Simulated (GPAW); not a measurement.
Runs of GPAW 26.7.0 on Al2Cu (Khatyrkite). Symmetry: I4/mcm, No. 140, tetragonal system. The conventional cell has a = 6.067 Å, b = 6.067 Å, c = 4.877 Å, α = 90.00°, β = 90.00°, γ = 90.00°. Around Cu (site symmetry 422) lie 2 Cu at 2.44 Å and 8 Al at 2.59 Å. Around Al (site symmetry m2m) lie 4 Cu at 2.59 Å and 3 Al at 2.71 to 2.90 Å. 

| level | gap on the mesh (eV) | pressure (GPa) | relaxed volume (Å³/atom) |
| --- | --- | --- | --- |
| PBEsol | none | 0.2 | 14.49 |
| PBEsol+D3(BJ)+ATM | none | 0.2 | 14.02 |
| PBEsol+D3(BJ) | none | 0.1 | 13.95 |
| PBEsol+D3 | none | 0.1 | (a) |

Alike in all rows: task relaxation of cell and atoms; potentials or basis PAW data sets generated in the run's folder for this functional, pw; no spin polarisation; cell relaxed; k mesh 5 × 5 × 5; cutoff (eV) 600; smearing fermi-dirac 0.05 eV.

Question: Estimate the missing entries.

Answer: (a) 13.98.

Caveats: with this Cu data set, volumes or pressures lay over 1.5 % or 2 GPa off other programs in two to four cells of ten; later steps reuse the first step's grids; pairwise dispersion overbinds metals, which lowers pressure and volume (some runs).

A gap of «none» marks a metal or a gap under the smearing width.
